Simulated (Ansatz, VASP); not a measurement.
## Two plane-wave programs on B

```
CELL_PARAMETERS angstrom
3.65544 0.00000 0.00000
0.00000 3.65544 0.00000
0.00000 0.00000 4.65368
ATOMIC_POSITIONS crystal
B 0.25001 0.49993 0.87498
B 0.00007 0.24999 0.62502
B 0.99993 0.75001 0.62502
B 0.49993 0.74999 0.12502
B 0.74999 0.50007 0.87498
B 0.75001 0.00007 0.37498
B 0.24999 0.99993 0.37498
B 0.50007 0.25001 0.12502
```

Alike in both runs: functional PBE; k mesh 4 × 4 × 4; occupations gaussian, width 0.1 eV; no spin polarisation.

Ansatz relaxed the structure, and its values are those at the end. VASP's run is a single point on that final structure, the one shown.

```csv
,VASP,Ansatz
version,VASP 6.6.1,Ansatz 0.2.0
potentials or method,"VASP PAW PBE potentials, release 64 (B)","scalar-relativistic, plane waves, PAW"
plane-wave cutoff (eV),520,420
valence electrons in the cell,24,24
```

|  | VASP | Ansatz | Ansatz less VASP |
| --- | --- | --- | --- |
| gap on the k mesh at the Fermi level (eV) | none | none | - |
| pressure (GPa) | 0.0 | 0.0 | +0.06 |

A gap of «none» marks a metal or a gap that the smearing closes.

Caveats: the k mesh is coarse (spacing up to 0.43 Å⁻¹), so the values aren't converged.
